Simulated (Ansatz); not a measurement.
Hafnium (omega (AlB2-type)) across density functionals

All rows: Ansatz, plane waves with scalar-relativistic PAW, 420 eV (500 eV for the SCAN forms), relaxed under each functional, no dispersion correction, no zero-point motion. B₀ comes from uniform scaling at fixed shape; a dash is a value not given.

```json
{"functional": "PBE", "V (Å³/atom)": "22.34", "cell": "a = 4.995 Å, c = 3.102 Å (c/a = 0.621)", "B₀ (GPa)": "107", "magnetic state": "spin not included", "ΔE to hcp (meV/atom)": "44"}
{"functional": "r²SCAN", "V (Å³/atom)": "22.06", "cell": "a = 4.972 Å, c = 3.091 Å (c/a = 0.622)", "B₀ (GPa)": "112", "magnetic state": "spin not included", "ΔE to hcp (meV/atom)": "34"}
{"functional": "PBEsol", "V (Å³/atom)": "21.39", "cell": "a = 4.920 Å, c = 3.061 Å (c/a = 0.622)", "B₀ (GPa)": "114", "magnetic state": "spin not included", "ΔE to hcp (meV/atom)": "34"}
{"functional": "LDA", "V (Å³/atom)": "20.63", "cell": "a = 4.858 Å, c = 3.028 Å (c/a = 0.623)", "B₀ (GPa)": "122", "magnetic state": "spin not included", "ΔE to hcp (meV/atom)": "25"}
{"functional": "revPBE", "V (Å³/atom)": "22.77", "cell": "a = 5.028 Å, c = 3.120 Å (c/a = 0.620)", "B₀ (GPa)": "103", "magnetic state": "spin not included", "ΔE to hcp (meV/atom)": "48"}
{"functional": "RPBE", "V (Å³/atom)": "22.94", "cell": "a = 5.041 Å, c = 3.127 Å (c/a = 0.620)", "B₀ (GPa)": "102", "magnetic state": "spin not included", "ΔE to hcp (meV/atom)": "50"}
```

**Question.** What does BLYP give?

**Answer.** V (Å³/atom): 22.94; cell: a = 5.038 Å, c = 3.130 Å (c/a = 0.621); B₀ (GPa): 102; magnetic state: spin not included; ΔE to hcp (meV/atom): 48.
